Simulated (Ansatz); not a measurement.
# Equation of state of indium, fcc

These are results of DFT, LDA (PW92), plane waves (420 eV) with PAW, scalar-relativistic (Ansatz 0.2.0), not measurements. The PAW files were generated under PBE, with cores re-solved for the functional.

The cell is scaled uniformly from the relaxed one, with fractional coordinates and shape fixed. Energies are extrapolated to zero smearing, pressures are those at the given smearing. Magnetic state: spin not included.

```
V (Å³/atom)  E − E₀ (meV/atom)  P (GPa)
     21.618               74.9     9.09
     22.601               30.9     5.35
     23.584                7.4     2.43
     24.566                0.0     0.14
     25.549                5.2    -1.65
     26.532               20.2    -3.05
     27.514               42.8    -4.14
```

(1) Fit a third-order Birch-Murnaghan equation.

Answers

(1) V₀ = 24.62 Å³/atom, B₀ = 50 GPa, B₀′ = 5.1.
